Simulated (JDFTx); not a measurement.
The system is GaP.

```
Ga P
1.0
     0.00000    2.72525    2.72525
     2.72525    0.00000    2.72525
     2.72525    2.72525    0.00000
Ga P
1 1
Direct
  0.00000 0.00000 0.00000
  0.75000 0.75000 0.75000
```

Base run:

* Program: JDFTx 1.7.0 (patched build)
* Functional: BLYP
* Potentials or basis: PseudoDojo-SR-PBE-0.5-standard
* Cutoff: 1088 eV
* Density cutoff: 8708 eV
* k mesh: 8 × 8 × 8
* Occupations: fermi-dirac, width 0.05 eV
* Spin: no spin polarisation

Its results: band gap on the k mesh 1.66 eV, indirect (least direct gap 1.71 eV).

Problem. The run is repeated on the same cell with these changes: functional from BLYP to GLLB-SC; occupations from fermi-dirac, width 0.05 eV to fixed. What comes out?

Solution. Band gap on the k mesh, kohn-sham part alone 1.50 eV, indirect (least direct gap 1.52 eV).

Caveats: the empty levels aren't tightly converged; the gap lacks the derivative discontinuity (some runs); a model potential gives levels but no total energy (some runs).

A k mesh can miss the band edges.
